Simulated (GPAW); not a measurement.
A run of GPAW 26.7.0:

The input run.py:

```python
import json
import numpy as np
from ase import Atoms
from ase.constraints import FixSymmetry
from ase.filters import FrechetCellFilter
from ase.io import read, write
from ase.optimize import BFGS
from phonopy import Phonopy
from phonopy.structure.atoms import PhonopyAtoms
from gpaw import GPAW, PW

atoms = read('POSCAR')

calc = GPAW(mode=PW(600),
            xc='PBE',
            kpts={'size': (7, 7, 7), 'gamma': True},
            occupations={'name': 'fermi-dirac', 'width': 0.05},
            nbands=18,
            convergence={'density': 1e-06, 'eigenstates': 1e-09},
            maxiter=150,
            txt='gpaw.txt')
atoms.calc = calc
atoms.set_constraint(FixSymmetry(atoms))
BFGS(FrechetCellFilter(atoms), trajectory='relax.traj', logfile='-').run(fmax=0.005, steps=40)
atoms.set_constraint()
energy = atoms.get_potential_energy()
forces = atoms.get_forces()
stress = atoms.get_stress()
calc.write('gs.gpw')
write('result.traj', atoms)
print('Cell:', atoms.cell.cellpar().round(4))
print(atoms.get_scaled_positions().round(5))

def force_constants(scale):
    unit = PhonopyAtoms(symbols=atoms.get_chemical_symbols(), cell=atoms.cell[:] * scale**(1 / 3),
                        scaled_positions=atoms.get_scaled_positions())
    ph = Phonopy(unit, supercell_matrix=np.diag([1, 1, 1]), primitive_matrix=np.eye(3), symprec=1e-4)
    ph.generate_displacements(distance=0.01)
    forces = []
    for i, sc in enumerate(ph.supercells_with_displacements):
        a = Atoms(sc.symbols, cell=sc.cell, scaled_positions=sc.scaled_positions, pbc=True)
        c = GPAW(mode=PW(510),
                 xc='PBE',
                 kpts={'size': (7, 7, 7), 'gamma': True},
                 occupations={'name': 'fermi-dirac', 'width': 0.05},
                 nbands=18,
                 convergence={'density': 1e-06, 'eigenstates': 1e-09},
                 maxiter=150,
                 txt=f'disp-{scale:.3f}-{i:02d}.txt')
        a.calc = c
        f = a.get_forces()
        forces.append(f - f.mean(axis=0))
        print(f'displacement {i}: drift', f.mean(axis=0).round(5), flush=True)
    ph.forces = forces
    ph.produce_force_constants()
    ph.symmetrize_force_constants()
    return ph

qpoints = [[0.0, 0.0, 0.0]]
results = {}
for scale in [1.0]:
    ph = force_constants(scale)
    ph.run_qpoints(qpoints)
    nu = ph.qpoints.frequencies * 33.35641  # THz to cm^-1
    results[f'{scale:.3f}'] = nu.tolist()
    for qp, f in zip(qpoints, nu):
        print(scale, np.round(qp, 4), f.round(2))
json.dump(results, open('phonons.json', 'w'))
```

POSCAR

```
HgTe
1.0
   -3.0456030000      3.0456030000      1.5594100000
    3.0456030000     -3.0456030000      1.5594100000
    3.0456030000      3.0456030000     -1.5594100000
Hg Te
1 1
Direct
    0.7500000000      0.2500000000      0.5000000000
    0.0000000000      0.0000000000      0.0000000000
```

Potentials or basis: GPAW PAW data sets (gpaw-data 1.2.1), pw.

The run is started by

```bash
$ OMP_NUM_THREADS=1 python run.py
```

Hardware: 1 thread of AMD EPYC 7R43 64-Core Processor (Zen 3), with other jobs on the host.

Problem. Estimate the wall time of this run.

Solution. Wall time 5.7 min on 1 thread of AMD EPYC 7R43 64-Core Processor (Zen 3) (shared host), peak memory 0.38 GiB. Counts: scf iterations 108, plane waves 1958, bands 18, k points 40.
